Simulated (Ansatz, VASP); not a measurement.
**As in VASP and in Ansatz**

The input INCAR:

```
SYSTEM = As
  PREC = Accurate
  ENCUT = 520
  EDIFF = 1E-7
  ISMEAR = -1
  SIGMA = 0.1
  LREAL = .False.
  LASPH = .True.
  NELM = 100
  ALGO = Normal
  ISIF = 2
  LWAVE = .False.
  LCHARG = .False.
  NBANDS = 12
```

The input KPOINTS:

```
Automatic mesh
0
Gamma
  10 10 10
  0 0 0
```

The input POSCAR:

```
As
1.0
    0.0000000000      2.9015392497      2.9015392497
    2.9015392497      0.0000000000      2.9015392497
    2.9015392497      2.9015392497      0.0000000000
As
2
Direct
    0.1250000000      0.1250000000      0.1250000000
    0.8750000000      0.8750000000      0.8750000000
```

Input for Ansatz:

```yaml
crystal:
  lattice:
    - [0.0, 2.9015392497, 2.9015392497]
    - [2.9015392497, 0.0, 2.9015392497]
    - [2.9015392497, 2.9015392497, 0.0]
  atoms:
    - { symbol: As, position: [0.125, 0.125, 0.125] }
    - { symbol: As, position: [0.875, 0.875, 0.875] }
hamiltonian:
  xc: lda
  pseudopotentials:
    kind: paw
    azcp:
      As: "pseudopotentials/As.paw.azcp"
basis:
  ecutwfc: 420
  fft_grid_basis: typed
kpoints:
  mp_grid: { grid: [10, 10, 10], shift: [0, 0, 0] }
magnetization:
  spin_polarized: false
scf:
  occupations: { method: fermi_dirac, width: 0.1 }
  lower_state_search: "off"
output:
  stress: true
```

Alike in both runs: task single point; functional LDA; k mesh 10 × 10 × 10; occupations fermi-dirac, width 0.1 eV; no spin polarisation.

|  | VASP | Ansatz |
| --- | --- | --- |
| version | VASP 6.6.1 | Ansatz 0.2.0 |
| potentials or method | VASP PAW LDA potentials, release 64 (As) | plane waves (420 eV) with PAW, scalar-relativistic |
| plane-wave cutoff (eV) | 520 | 420 |
| valence electrons in the cell | 10 | 30 |

|  | VASP | Ansatz | Ansatz less VASP |
| --- | --- | --- | --- |
| pressure (GPa) | 5.4 | 5.1 | -0.38 |

The two sets of potentials don't hold the same shells in valence. Ansatz warned: «pseudo_functional_mismatch».
